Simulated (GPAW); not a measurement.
Runs of GPAW 26.7.0 on Te. The structure is trigonal, space group P3_121 (No. 152). The conventional cell has a = 4.454 Å, b = 4.454 Å, c = 5.924 Å, α = 90.00°, β = 90.00°, γ = 120.00°. Te (site symmetry 2) has 2 Te at 2.86 Å as nearest neighbours. 

```tsv
task	level	potentials or basis	spin	cell	k mesh	cutoff (eV)	band path	band points	hybrids on these orbitals	oneshot functional	optimizer	gap on the mesh (eV)	pressure (GPa)	largest force (eV/Å)
band structure	LDA	PAW data sets generated in the run's folder for this functional, pw	off	as given	5 × 5 × 3	600	GMKGALHA,LM,KH	100	-	-	-	-	(a)	0.03
band structure	PBE	PAW data sets generated in the run's folder for this functional, pw	off	as given	5 × 5 × 3	600	GMKGALHA,LM,KH	80	-	-	-	-	(b)	(c)
one-shot levels of the hybrid HSE06	PBE	GPAW PAW data sets (gpaw-data 1.2.1), pw	off	as given	4 × 4 × 3	500	-	-	["HSE06", "B3LYP", "PBE0"]	HSE06	-	0.79	1.2	0.10
relaxation of cell and atoms	r2SCAN	GPAW PAW data sets (gpaw-data 1.2.1), pw	off	relaxed to 10 GPa	5 × 5 × 3	600	-	-	-	-	LBFGS	0.81	10.0	-
band structure	PBEsol	PAW data sets generated in the run's folder for this functional, pw	SOC, no magnetisation	as given	5 × 5 × 3	600	GMKGALHA,LM,KH	60	-	-	-	-	-1.3	0.08
```

Alike in all rows: smearing fermi-dirac 0.05 eV.

Q: Fill in the values left out.

A: (a) -2.3; (b) 1.1; (c) 0.12.

Caveats: spin-orbit coupling is left out, which moves the levels of the heavy elements (some runs); an odd mesh through Γ misses points on the zone boundary, where band edges often lie (some runs); the cutoff is short for stress and forces, so pressures can be off by a GPa or more (some runs); energy and the plain gap are those of the semilocal run (some runs); the hybrids' values are one shot on its orbitals and mesh (some runs); later steps reuse the first step's grids (some runs).

A k mesh can miss the band edges, and rows without SOC leave out spin-orbit coupling on Te.
